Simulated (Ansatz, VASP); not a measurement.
# KF: VASP beside Ansatz

```
K F
1.0
     0.00000    2.53982    2.60666
     2.53982    0.00000    2.60666
     2.53982    2.53982    0.00000
K F
1 1
Direct
  0.00000 0.00000 0.00000
  0.50000 0.50000 0.50000
```

Change from the starting cell: strain -0.050 along x and y, -0.025 along z, atoms carried along.

Alike in both runs: task single point; functional PBE; k mesh 8 × 8 × 8; occupations gaussian, width 0.05 eV; no spin polarisation.

|  | VASP | Ansatz |
| --- | --- | --- |
| version | VASP 6.6.1 | Ansatz 0.2.0 |
| potentials or method | VASP PAW PBE potentials, release 64 (K_sv, F) | scalar-relativistic, plane waves, PAW |
| plane-wave cutoff (eV) | 520 | 420 |
| valence electrons in the cell | 16 | 16 |

```tsv
	VASP	Ansatz	Ansatz less VASP
gap on the k mesh at the Fermi level (eV)	6.85	6.87	+0.020
least direct gap on the mesh (eV)	6.85	6.87	+0.020
pressure (GPa)	7.7	7.5	-0.20
largest component of the traceless stress (GPa)	1.87	1.81	-0.065
```

A k mesh can miss the band edges.
